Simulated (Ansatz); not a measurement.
The system is TiO2.

```
CELL_PARAMETERS angstrom
6.15358 -1.88347 0.00000
6.15358 1.88347 0.00000
-1.92833 0.00000 6.32897
ATOMIC_POSITIONS crystal
Ti 0.90007 0.90007 0.28960
Ti 0.19529 0.19529 0.28376
Ti 0.09993 0.09993 0.71040
Ti 0.80471 0.80471 0.71624
O 0.36193 0.36193 0.29340
O 0.26349 0.26349 0.65250
O 0.86719 0.86719 0.99529
O 0.73651 0.73651 0.34750
O 0.94165 0.94165 0.63002
O 0.13281 0.13281 0.00471
O 0.63807 0.63807 0.70660
O 0.05835 0.05835 0.36998
```

The cell comes from a database or a generator and needn't be the stable form of this composition.

Base run:

```yaml
Program: Ansatz 0.2.0
Functional: PBEsol
Potentials_or_basis: Ansatz PAW
Cutoff: "420 eV (not typed: the program's choice for these potentials)"
k_mesh: 8 × 8 × 4
Occupations: fermi-dirac, width 0.05 eV
Spin: no spin polarisation
```

Its results: band gap on the k mesh 2.72 eV, indirect (least direct gap 2.89 eV); pressure -6.7 GPa; largest force 0.153 eV/Å.

Task: The run is repeated on the same cell with these changes: functional from PBEsol to PBE; potentials or basis from Ansatz PAW to JTH PAW; cutoff from 420 eV (not typed: the program's choice for these potentials) to 1380 eV (not typed: the program's choice for these potentials). What comes out?

Result: Band gap on the k mesh 2.74 eV, indirect (least direct gap 2.91 eV); pressure -0.8 GPa; largest force 0.139 eV/Å.

Caveats: the PAW data sets come from PBE, with cores solved anew for the run's functional, which leaves a small shift of forces and pressure (some runs).
